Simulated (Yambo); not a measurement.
# InP: optical spectrum by the Bethe-Salpeter equation with PBE

The system is InP.

```
CELL_PARAMETERS angstrom
0.00000 2.80825 2.80825
2.80825 0.00000 2.80825
2.80825 2.80825 0.00000
ATOMIC_POSITIONS crystal
In 0.00000 0.00000 0.00000
P 0.75000 0.75000 0.75000
```

The cell isn't the ideal one: cell squeezed.

| Item | Value |
| --- | --- |
| Program | Yambo 5.3.0 |
| Task | optical spectrum by the Bethe-Salpeter equation |
| Functional | PBE |
| Potentials or basis | PseudoDojo 0.4.1 SR PBE standard |
| Cutoff | 952 eV |
| Density cutoff | 3810 eV |
| k mesh | 4 × 4 × 4 |
| Occupations | fixed |
| Spin | no spin polarisation |
| k mesh of the self-consistent run | 8 × 8 × 8 |
| Random integration of the Coulomb term | yes |
| Direction of the field or of q to 0 | x |
| Broadening | 0.1 eV |
| Kernel | screened exchange |
| Terms kept | resonant and antiresonant, uncoupled |
| Solver | diagonalisation |
| Correction of the levels | scissor |
| Top of the energy range | 20 eV |
| Energy points | 200 |
| Scissor shift | 0.42 eV |
| Bands of the transition space (first, last) | [8, 11] |
| Bands in the response | 34 |
| Cutoff of the response matrix | 5 Ry |
| Cutoff of exchange and Vxc | 20 Ry |

```json
{
  "Band gap on the k mesh, mean-field level": "1.40 eV, direct",
  "Exciton binding energy": "0.13 eV",
  "Lowest exciton energy": "1.69 eV",
  "Lowest bright exciton energy": "1.69 eV"
}
```

Dielectric function (along the field direction of the input):
```csv
energy (eV),real part,imaginary part
0.30,16.29,0.14
1.31,22.86,2.26
2.31,18.80,2.78
3.32,-19.36,15.97
4.42,4.06,26.13
5.43,-10.81,5.39
6.43,-8.28,1.81
7.54,-2.83,0.42
8.54,-3.05,0.81
9.55,-2.20,0.15
10.65,-1.21,0.06
11.66,-0.74,0.04
12.66,-0.41,0.03
13.77,-0.16,0.02
14.77,0.01,0.02
15.78,0.15,0.01
16.88,0.27,0.01
17.89,0.35,0.01
18.89,0.42,0.01
20.00,0.49,0.01
```

Lowest exciton energies (eV): 1.69, 1.69, 3.02, 3.02, 3.02, 3.08, 3.08, 3.08

Excitons:
```
energy (eV)  strength (relative to the strongest)
      1.689                                 0.084
      1.690                                  0.42
      3.019                                  0.37
      3.023                                  0.18
      3.024                                     1
      3.079                               0.00017
      3.080                               6.2e-05
      3.080                               3.7e-06
      3.098                               1.9e-06
      3.099                               6.2e-06
      3.131                               4.6e-09
      3.132                               3.2e-05
```

Wall time 80 s on 1 thread of Arm Neoverse V1 (shared host).

Caveat: the k mesh is coarse (spacing up to 0.48 Å⁻¹), so the values aren't converged; the scissor is the correction of the direct gap in an earlier G0W0 run on the same states; exciton energies and binding change strongly with the k mesh and aren't converged on this one; spectra need much finer meshes, so this one isn't converged; spin-orbit coupling is left out, which moves the levels of the heavy elements. A k mesh can miss the band edges.
